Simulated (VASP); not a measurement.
# InSe: molecular dynamics at constant energy

InSe, C2/m (no. 12), 8 atoms in the cell. PBE, molecular dynamics; PAW potentials In, Se (PBE set).

Ensemble: NVE; Starting temperature (K): 1000.

## Input

INCAR:
```
GGA = PE
PREC = Normal
ENCUT = 210
EDIFF = 1E-6
NELMIN = 4
NELM = 60
ALGO = Fast
LREAL = Auto
LASPH = T
ISMEAR = -1
SIGMA = 0.05
ISYM = 0
LWAVE = F
LCHARG = F
IBRION = 0
NSW = 60
POTIM = 3.0
TEBEG = 1000
ISIF = 2
RANDOM_SEED = 194348 0 0
MDALGO = 1
ANDERSEN_PROB = 0.0
KPAR = 2
```

KPOINTS:
```
k-points
0
Gamma
  1 3 3
```

POSCAR:
```
InSe
1.0
   11.6527857562      0.0000000000      0.0000000000
    0.0000000000      4.1092979100      0.0000000000
   -1.7232330140      0.0000000000      4.7713478577
In Se
4 4
Direct
    0.3882032500      0.5000000000      0.0468413600
    0.1117967500      0.0000000000      0.9531586400
    0.8882032500      0.0000000000      0.0468413600
    0.6117967500      0.5000000000      0.9531586400
    0.1609275900      0.5000000000      0.6689556200
    0.3390724100      0.0000000000      0.3310443800
    0.6609275900      0.0000000000      0.6689556200
    0.8390724100      0.5000000000      0.3310443800
```

Commands:
```
cat potpaw_PBE.64/In/POTCAR potpaw_PBE.64/Se/POTCAR > POTCAR
mpirun -np 2 vasp_std > vasp.out
```

## Result

- Rise of the mean potential energy above the start (meV/atom): 53.2
- Mean temperature (K): 535
- Electronic steps per ionic step after the first: 4.1

Course of the run:

| Time (fs) | Temperature (K) | Potential energy less the first (meV/atom) |
|---|---|---|
| 3 | 1005 | 0.0 |
| 18 | 884 | 13.7 |
| 30 | 630 | 42.5 |
| 45 | 359 | 73.3 |
| 57 | 293 | 80.7 |
| 72 | 385 | 70.3 |
| 84 | 514 | 55.6 |
| 99 | 618 | 43.9 |
| 111 | 585 | 47.7 |
| 126 | 428 | 65.5 |
| 138 | 343 | 75.1 |
| 153 | 416 | 66.8 |
| 165 | 558 | 50.6 |
| 180 | 677 | 37.2 |

The mean temperature lies below the starting 1000 K, since the atoms start on their sites and part of their kinetic energy turns into potential energy.

REPORT:
```
MDALGO =   1
         ANDERSEN_PROB =  0.00000000
               SCALING =       0
                 CNEXP =     9.000   14.000
           RANDOM_SEED =            194348                0                0

   original number of atomic DOF:         21
   number of independent constraints:      0
   number of active DOF:                  21

========================================
         MD step No.       1
========================================

  Atomic velocities initialized by STEP_tb

  >Energies
                    E_tot             E_pot             E_kin               EPS                ES
   e_b>   -0.27023250E+02   -0.27932364E+02    0.90911352E+00    0.00000000E+00    0.00000000E+00

  >Temperature
               T_sim     T_inst
   tmprt>   1000.000   1004.739

  >Thermostat, num. of collisions:                0

           RANDOM_SEED =            194348               96                0

[... steps left out ...]

========================================
         MD step No.      60
========================================

  >Energies
                    E_tot             E_pot             E_kin               EPS                ES
   e_b>   -0.27022066E+02   -0.27634823E+02    0.61275673E+00    0.00000000E+00    0.00000000E+00

  >Temperature
               T_sim     T_inst
   tmprt>   1000.000    677.210

  >Thermostat, num. of collisions:                0

           RANDOM_SEED =            194348             2928                0
```

OSZICAR:
```
N       E                     dE             d eps       ncg     rms          rms(c)
DAV:   1     0.125078477230E+03    0.12508E+03   -0.78861E+03   230   0.598E+02
DAV:   2    -0.177057779475E+02   -0.14278E+03   -0.13923E+03   303   0.148E+02
DAV:   3    -0.288460412293E+02   -0.11140E+02   -0.11083E+02   293   0.478E+01
DAV:   4    -0.290088187622E+02   -0.16278E+00   -0.16260E+00   302   0.646E+00
DAV:   5    -0.290114878398E+02   -0.26691E-02   -0.26676E-02   286   0.733E-01    0.941E+00
RMM:   6    -0.280352698026E+02    0.97622E+00   -0.16218E+00   230   0.429E+00    0.552E+00
RMM:   7    -0.279825325627E+02    0.52737E-01   -0.19596E+00   232   0.426E+00    0.159E+00
RMM:   8    -0.279511734567E+02    0.31359E-01   -0.52228E-01   230   0.280E+00    0.515E-01
RMM:   9    -0.279310893365E+02    0.20084E-01   -0.59892E-02   230   0.114E+00    0.245E-01
RMM:  10    -0.279327087069E+02   -0.16194E-02   -0.14605E-02   245   0.377E-01    0.191E-01
RMM:  11    -0.279329055871E+02   -0.19688E-03   -0.77369E-03   232   0.318E-01    0.123E-01
RMM:  12    -0.279323476235E+02    0.55796E-03   -0.12461E-03   230   0.156E-01    0.367E-02
[... left out ...]
     58 T=   646. E= -.27022027E+02 F= -.27606963E+02 E0= -.27606963E+02  EK= 0.58494E+00 SP= 0.00E+00 SK= 0.00E+00
     59 T=   665. E= -.27022044E+02 F= -.27623944E+02 E0= -.27623944E+02  EK= 0.60190E+00 SP= 0.00E+00 SK= 0.00E+00
[... last step whole ...]
       N       E                     dE             d eps       ncg     rms          rms(c)
DAV:   1    -0.276348217093E+02   -0.10877E-01   -0.42214E-03   412   0.110E+00    0.421E-03
RMM:   2    -0.276348228611E+02   -0.11518E-05   -0.38303E-05   229   0.269E-02    0.204E-03
RMM:   3    -0.276348230950E+02   -0.23392E-06   -0.32680E-06   166   0.102E-02    0.203E-03
RMM:   4    -0.276348230389E+02    0.56069E-07   -0.45122E-07   130   0.354E-03
     60 T=   677. E= -.27022066E+02 F= -.27634823E+02 E0= -.27634823E+02  EK= 0.61276E+00 SP= 0.00E+00 SK= 0.00E+00
```

Limits: 180 fs of 8 atoms are too short for converged averages; the cell is only 4.1 Å across, so each atom moves in step with near copies of itself.

VASP 6.6.1 took 220 s on 2 cores (Intel Xeon Platinum 8259CL @ 2.50GHz (Skylake/Cascade Lake)), a shared host.
